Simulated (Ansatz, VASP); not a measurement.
B in VASP and in Ansatz

File INCAR:

```
ALGO     = Normal         # electronic algorithm
EDIFF    = 1E-7           # SCF threshold, eV
ENCUT    = 520            # plane-wave cutoff, eV
GGA      = PS             # functional
ISIF     = 2              # what is computed and relaxed
ISMEAR   = 0              # smearing method
LASPH    = True           # aspherical terms in the spheres
LCHARG   = False          # write CHGCAR
LREAL    = False          # projectors in reciprocal space
LWAVE    = False          # write WAVECAR
NBANDS   = 8              # bands
NELM     = 100            # most SCF steps
PREC     = Accurate       # precision mode
SIGMA    = 0.15           # smearing width, eV
```

File KPOINTS:

```
k-points
0
Gamma
  33 33 14
```

POSCAR

```
B
1.0
    1.7535065831      0.0000000000      0.0000000000
   -0.8767532915      1.5185812466      0.0000000000
    0.0000000000      0.0000000000      3.5263601645
B
1
Direct
    0.0000000000      0.0000000000      0.0000000000
```

Input for Ansatz:

```yaml
crystal:
  lattice:
    - [1.7535065831, 0.0, 0.0]
    - [-0.8767532915, 1.5185812466, 0.0]
    - [0.0, 0.0, 3.5263601645]
  atoms:
    - { symbol: B, position: [0.0, 0.0, 0.0] }
basis:
  ecutwfc: 420
kpoints:
  mp_grid: { grid: [33, 33, 14] }
hamiltonian:
  xc: pbesol
scf:
  occupations: { method: gaussian, width: 0.15 }
output:
  forces: true
  stress: true
  eigenvalues: true
```

Change from the starting cell: strain +0.030 along x and y, -0.030 along z, atoms carried along.

Alike in both runs: task single point; functional PBEsol; k mesh 33 × 33 × 14; occupations gaussian, width 0.15 eV; no spin polarisation.

```csv
,VASP,Ansatz
version,VASP 6.6.1,Ansatz 0.2.0
potentials or method,"VASP PAW PBE potentials, release 64 (B)","scalar-relativistic, plane waves, PAW"
plane-wave cutoff (eV),520,420
valence electrons in the cell,3,3
```

|  | VASP | Ansatz | Ansatz less VASP |
| --- | --- | --- | --- |
| gap on the k mesh at the Fermi level (eV) | none | none | - |
| pressure (GPa) | -13.2 | -13.3 | -0.12 |
| largest component of the traceless stress (GPa) | 13.14 | 13.33 | +0.194 |

A gap of «none» marks a metal or a gap that the smearing closes. With one functional, cell and mesh, what is left measures potentials, basis and numerics.

Caveats: the PAW data sets were made with another functional, which shifts forces and pressure a little (VASP).
